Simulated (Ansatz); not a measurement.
# SnSe (model cell, started as zinc blende): a soft mode frozen in, part 3 of 3

Aim: this structure of SnSe (model cell, started as zinc blende) is to be tested for unstable modes, and one is followed downhill.

Ansatz 0.2.0; DFT PBEsol, scalar-relativistic, plane waves, PAW.

So far. Step 5 (Energy along the mode, all amplitudes (two of the runs …): The lowest of the steps tried is at 0.32 Å, 11.9 meV/atom below the parent; the bottom of the well need not coincide with a step. Step 7 (The new phase in its own primitive cell): The forces vanish by symmetry and the pressure is -0.002 GPa, within the tolerances set. The cell now holds 26.58 Å³/atom. The relaxed cell has a = 4.050, c = 7.483 Å (conventional setting).

The structure was built from a prototype and need not be the compound's stable phase.

## (8) Modes of the new phase, k-mesh 12×12×6

A relaxed structure may still be a saddle point, so its zone-centre modes are computed. No field response is asked, since the mesh shows no gap.

Contents of input.yaml:

```yaml
crystal:
  lattice:
    - [4.0504713897, 0.0, 0.0]
    - [-2.0252356948, 3.5078111208, 0.0]
    - [0.0, 0.0, 7.4834768868]
  atoms:
    - { symbol: Sn, position: [0.0, 0.0, 0.5] }
    - { symbol: Sn, position: [0.0, 0.0, 0.0] }
    - { symbol: Se, position: [0.3333333333, 0.6666666667, 0.75] }
    - { symbol: Se, position: [0.6666666667, 0.3333333333, 0.25] }
kpoints:
  mp_grid: { grid: [12, 12, 6] }
hamiltonian:
  xc: pbesol
scf:
  occupations: { method: methfessel_paxton, width: 0.15 }
output:
  eigenvalues: true
phonons:
  method: dfpt
```

Launch:

```console
$ ansatz run input.yaml --threads 4 --pin off --max-ram 7168MiB --backend cpu --events-out ev --progress --plain --runs-dir out
```

Numbers of over 12 decimals in the logs are rounded to 6 here.

The log of the run:

```text
[...]
Crystal: 4 atoms, lattice volume = 106.327 Å³
Basis set: ecut = 420 eV, 2065 PW (Γ), exchange–correlation on 60×60×108 points (8 copies of the dense FFT grid, shifted against one another)
Bands: 36, of which v1, the nominal top of the filled ones, is band 30 counted from 1 (29 counted from 0)
Symmetry: 24 space group operations
k-points: 242 of 864 (irreducible under 2 space group operations, time reversal used)
[...]
SCF iter   1: F=—  HF=-22749.447382 eV  |F-HF|=—  |Δ(HF+E_count)|=         —  Δρ=2.80e-3  dr2=9.75e-3  ethr=1.77e-3  ⟨swp⟩=6.8  Hψ=34905  notcnv=0
[...]
SCF iter   8: F=-22749.442324 eV  HF=-22749.442324 eV  |F-HF|=7.28e-12  |Δ(HF+E_count)|=  3.64e-11  S|Δr|=    0.00e0  Δρ=4.09e-8  dr2=1.53e-12  ethr=1.00e-12  ⟨swp⟩=9.7  Hψ=47099  notcnv=0
SCF 1 converged in 8 iterations: F = -22749.442324 eV  dr2 = 1.53e-12
[...]
DFPT response loops at Γ: preconditioner auto → Kerker (q_TF=auto, 2.480 Å⁻¹) (partly filled bands, converged f_vac=0.016); β = 1.00, the filter's whole step (`scf.mixing.beta` (0.50) is not read by the response loops under this deck's `scf.mixing.preconditioner`; to damp them name `kerker` or `kerker_dos`, under which they read `scf.mixing.beta`, and type it under 1.00, their step now; both keys bind the ground state too); Broyden in place of MSR1
SCF converged after 8 iterations
[...]
Free energy (F): -22749.442324 eV
[...]
Internal energy: -22749.441659 eV  (E = F + TS)
E sigma→0 (E₀):  -22749.442158 eV
Entropy (-TS):   -0.000665 eV (-0.166 meV/atom)
Fermi energy:    9.568739 eV
[...]
--- Band table (eV; the first three rows and the last of 242) ---
  k-point 0: bands = [... 26 lower, 7.4003, 7.7394, 7.7394, 9.4440, 10.8108, 12.2960, 12.2960, 12.3207, ... 2 higher]
  k-point 1: bands = [... 26 lower, 7.4240, 7.7182, 7.7182, 9.2135, 11.0265, 12.2627, 12.2627, 12.2770, ... 2 higher]
  k-point 2: bands = [... 26 lower, 7.4884, 7.6589, 7.6589, 8.7056, 11.4939, 12.1970, 12.1970, 12.1981, ... 2 higher]
  k-point 241: bands = [... 26 lower, 6.1841, 6.1841, 7.9041, 7.9041, 9.8582, 9.8582, 12.7635, 12.7635, ... 2 higher]
--- Phonons (Γ-DFPT): 4 representative perturbations + reference, on 242 of 864 k-points (Σ response iterations 12) ---
  k mesh reduced under 2 symmetry operations, with k and −k counted as one. Each operation leaves every solved perturbation unchanged. A smaller set is not used because it would not reduce the number of displacements times k-points to solve
  ASR residual: 5.562e-5 → 0.000e0 eV/Å²; symmetrization residual: 6.165e-5 eV/Å²
  ASR residual per site (eV/Å²): 1.01e-5 1.01e-5 5.56e-5 5.56e-5
  Γ frequencies (cm⁻¹): -47.28 0.00 0.00 0.00 51.38 51.38 83.77 83.77 106.03 106.03 134.57 149.03
  non-analytic LO–TO correction: not included (Born effective charges unavailable; polar crystals: no LO–TO splitting at Γ)
```

Run time: 1.8 min. Hardware: 4 threads of Arm Neoverse V2, shared host; peak memory 3 GiB; 6.7 min of CPU time.

Numbers from this step:

```yaml
sum_rule_residual_before_enforcement: 5.56e-5 eV/Å²
point_group: 6/mmm
highest_optical_mode_at_the_zone_centre_no_lo_to_term: 149.0 cm⁻¹
lowest_optical_zone_centre_mode: -47.28 cm⁻¹
```

Patterns of degenerate modes are one choice out of their space. The modes at Γ (shares of kinetic energy by element, %) (negative means imaginary):

```
mode  frequency (cm⁻¹)  symmetry  Sn %  Se %
   1             -47.3       A2u    40    60
   2               0.0  acoustic    60    40
   3               0.0  acoustic    60    40
   4               0.0  acoustic    60    40
   5              51.4       E2u   100     0
   6              51.4       E2u   100     0
   7              83.8       E1u    40    60
   8              83.8       E1u    40    60
   9             106.0       E2g     0   100
  10             106.0       E2g     0   100
  11             134.6       B1g     0   100
  12             149.0       B2u   100     0
```

Displacements in mode 1 (-47.3 cm⁻¹), the largest set to 1:
```
Sn1  0.00  0.00 -0.67
Sn2  0.00  0.00 -0.67
Se3  0.00  0.00  1.00
Se4  0.00  0.00  1.00
```

Displacements in mode 9 (106.0 cm⁻¹), the largest set to 1:
```
Sn1  0.00  0.00  0.00
Sn2  0.00  0.00  0.00
Se3  0.03  1.00  0.00
Se4 -0.03 -1.00  0.00
```

Before it was imposed, the acoustic sum rule was missed by 5.6e-5 eV/Å². Small misses are needed for a sound result but don't prove that mesh and cutoff are converged. The lowest optical mode is imaginary, 47.3i cm⁻¹, so the energy falls along it.

## (9) Outcome

```
unstable mode of the parent                                                      : q = (0, -0.5, -0.5), 58i cm⁻¹
depth at the lowest point sampled                                                : 11.9 meV/atom
largest atomic shift at that point                                               : 0.32 Å
space group reached (within 0.01 Å)                                              : P6_3/mmc
energy gained over the parent (first relaxation, on the mesh of the frozen mode) : 261 meV/atom
volume per atom, phase reached                                                   : 26.6 Å³
lowest optical zone-centre mode, phase reached                                   : -47.3 cm⁻¹
highest optical mode at the zone centre (no LO-TO term), phase reached           : 149 cm⁻¹
```

What this shows: From this start the structure relaxes into P6_3/mmc, 261 meV/atom below the parent. At the parent's cell the well is 11.92 meV/atom deep on the steps tried, with its lowest point at a shift of 0.32 Å. Relaxing atoms and cell changes the gain by +249.45 meV/atom against the lowest step (energies at zero smearing). Most of the total comes from this relaxation. The frozen pattern makes up only 25 % of the final shifts of the atoms, so other modes or strain give most of the change. The new phase still has an imaginary mode at the zone centre of its cell, so it is a saddle point on the way to a lower structure. Of the 4 patterns followed to their end from this parent, this one reaches the lowest energy. Each path keeps the symmetry of its pattern, so a lower phase may lie along a pattern not tried. With no gap, or one that is small against the smearing, the frequencies hang on the k mesh and the smearing, most of all near Kohn anomalies. A semilocal functional can close a gap that the real compound would have, so the metallic treatment may be an artefact of the level. Spin-orbit coupling is left out, which can matter for the heavy elements here. A phonon run warned that its eigensolver left some bands unconverged in a pass. The starting cell was built on a prototype and not taken from a measurement, so the phase need not exist.

[Logs are printed without paths, hosts, clocks, repeated set-up lines and the standing remarks that a program may print on its own settings, such as how far it seeks lower states.]

[Hosts, paths, dates, database ids (printed as entryN), source tags and the programs' standing remarks are cut or masked in the printed files.]
